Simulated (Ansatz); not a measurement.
# Na: response to strain

Na is deformed so: zz strain of +1 %. What stress and forces result, by LAPW, PAW and all-electron datasets made for the crystal?

Computed with Ansatz 0.2.0 (DFT PBE, scalar-relativistic, unless a step's input says otherwise).

## Step 1: Starting point

The structure is hexagonal, space group P6_3/mmc (No. 194). Conventional cell: a = 3.767 Å, b = 3.767 Å, c = 6.154 Å, α = 90.00°, β = 90.00°, γ = 120.00°. Around Na (site symmetry -6m2) lie 12 Na at 3.77 Å.

Coordinates:

```cif
data_structure
_symmetry_space_group_name_H-M 'P6_3/mmc'
_symmetry_Int_Tables_number 194
_cell_length_a 3.7670
_cell_length_b 3.7670
_cell_length_c 6.1540
_cell_angle_alpha 90.000
_cell_angle_beta 90.000
_cell_angle_gamma 120.000
_cell_volume 75.63
loop_
_atom_site_label
_atom_site_type_symbol
_atom_site_symmetry_multiplicity
_atom_site_Wyckoff_symbol
_atom_site_fract_x
_atom_site_fract_y
_atom_site_fract_z
_atom_site_occupancy
Na1 Na 2 c 0.33333 0.66667 0.25000 1
```

The file gives the conventional cell by its symmetry; the runs use the cell typed in the input.

Atoms are numbered in the order of the input: Na1, Na2.

## Step 2: The deformed structure

Space group P6_3/mmc before, P6_3/mmc after.

## Step 3: All-electron LAPW

input.yaml

```yaml
crystal:
  lattice:
    - [3.7670009976, 0.0, 0.0]
    - [-1.8835004988, 3.26231856, 0.0]
    - [0.0, 0.0, 6.21554]
  atoms:
    - { symbol: Na, position: [0.3333333333, 0.6666666667, 0.25] }
    - { symbol: Na, position: [0.6666666667, 0.3333333333, 0.75] }
kpoints:
  mp_grid: { grid: [13, 13, 7] }
  band_path:
    path:
      - [0.0, 0.0, 0.0]
      - [0.5, 0.0, 0.0]
      - [0.3333333333, 0.3333333333, 0.0]
      - [0.0, 0.0, 0.0]
      - [0.0, 0.0, 0.5]
      - [0.5, 0.0, 0.5]
      - [0.3333333333, 0.3333333333, 0.5]
      - [0.0, 0.0, 0.5]
      - [0.5, 0.0, 0.5]
    npoints: 5
scf:
  occupations: { method: fermi_dirac, width: 0.05 }
hamiltonian:
  xc: pbe
  pseudopotentials: { kind: all_electron, lapw: { basis_error: 0.00025 } }
output:
  forces: true
  stress: true
  eigenvalues: true
```

Started as:

```console
$ ansatz run input.yaml --threads 1 --pin off --max-ram 3072MiB --backend cpu --events-out ev --progress --plain --runs-dir out
```

## Step 4: PAW with frozen cores

input.yaml

```yaml
crystal:
  lattice:
    - [3.7670009976, 0.0, 0.0]
    - [-1.8835004988, 3.26231856, 0.0]
    - [0.0, 0.0, 6.21554]
  atoms:
    - { symbol: Na, position: [0.3333333333, 0.6666666667, 0.25] }
    - { symbol: Na, position: [0.6666666667, 0.3333333333, 0.75] }
kpoints:
  mp_grid: { grid: [13, 13, 7] }
scf:
  occupations: { method: fermi_dirac, width: 0.05 }
hamiltonian:
  xc: pbe
  pseudopotentials: { kind: paw }
output:
  forces: true
  stress: true
  eigenvalues: true
  efg: { contact_densities: true }
  write_density: true
  write_potential: true
  elf: true
  volumetric_format: npy
```

## Step 5: Datasets made for this crystal

Edit input.yaml of step 4 so:

```diff
@@ -14,3 +14,3 @@
   xc: pbe
-  pseudopotentials: { kind: paw }
+  pseudopotentials: { kind: all_electron, datasets: crystal }
 output:
@@ -20,5 +20 @@
   efg: { contact_densities: true }
-  write_density: true
-  write_potential: true
-  elf: true
-  volumetric_format: npy
```

(Steps that only read results are left out.)

What does the calculation give? Wanted: pressure; largest shear or deviatoric stress.

**Answer**, as computed:

| quantity | value |
| --- | --- |
| pressure | LAPW -0.21, PAW -0.22, crystal datasets -0.21 GPa |
| largest shear or deviatoric stress (LAPW) | 0.02 GPa |

In words: The largest part of the stress beyond the pressure is 0.02 GPa in size, in the zz component; the atoms are carried along and not relaxed. No run of the undeformed cell stands beside it, so the pressure holds what the given cell had before the change. PAW: stress within 0.01 GPa of LAPW. Crystal datasets: stress within 0.01 GPa of LAPW.
